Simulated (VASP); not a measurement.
Runs of VASP 6.6.1 on NiO. Symmetry: Fm-3m, No. 225, cubic system. The conventional cell has a = 4.183 Å, b = 4.183 Å, c = 4.183 Å, α = 90.00°, β = 90.00°, γ = 90.00°. Ni (site symmetry m-3m) has 6 O at 2.09 Å as nearest neighbours. O (site symmetry m-3m) has 6 Ni at 2.09 Å as nearest neighbours. 

```csv
task,potentials or basis,other keys,gap on the mesh (eV),pressure (GPa),moment (μB),relaxed volume (Å³/atom)
relaxation of cell and atoms,"VASP PAW PBE potentials, release 64 (Ni_sv_GW, O_GW)",-,none,0.0,1.85,(a)
relaxation of cell and atoms,"VASP PAW PBE potentials, release 64 (Ni, O_s)",-,none,0.0,1.83,9.39
relaxation of cell and atoms,"VASP PAW PBE potentials, release 64 (Ni_GW, O_GW)",-,none,0.0,1.83,9.36
relaxation of cell and atoms,"VASP PAW PBE potentials, release 54 (Ni, O)",-,none,0.0,1.83,9.38
relaxation of the volume alone,"VASP PAW PBE potentials, release 64 (Ni, O)",ISIF = 7; IBRION = 1,none,0.0,1.83,9.39
relaxation of cell and atoms,"VASP PAW PBE potentials, release 64 (Ni, O)",-,none,0.0,1.83,9.38
relaxation of cell and atoms,"VASP PAW PBE potentials, release 64 (Ni_pv, O)",-,none,0.1,(b),9.39
relaxation of cell and atoms,"VASP PAW PBE potentials, release 64 (Ni, O_h)",-,none,0.0,1.82,9.35
```

Alike in all rows: level PBE; spin collinear, ferromagnetic start; cell relaxed; k mesh 8 × 8 × 8; cutoff (eV) 900; smearing fermi-dirac 0.05 eV.

Q: Fill in the values left out.

A: (a) 9.40; (b) 1.84.

Caveats: a cell with one magnetic atom can't hold antiferromagnetic order, which such compounds often take; semilocal functionals often make such compounds metallic where correlation or magnetic order opens a gap, which also shifts bond lengths; the cutoff is under 1.25 times the usual one of these potentials, so pressure, stress and relaxed cells hold a basis-set (Pulay) error (some runs).

A gap of «none» marks a metal or a gap under the smearing width.

The runs don't all hold the same shells in valence.
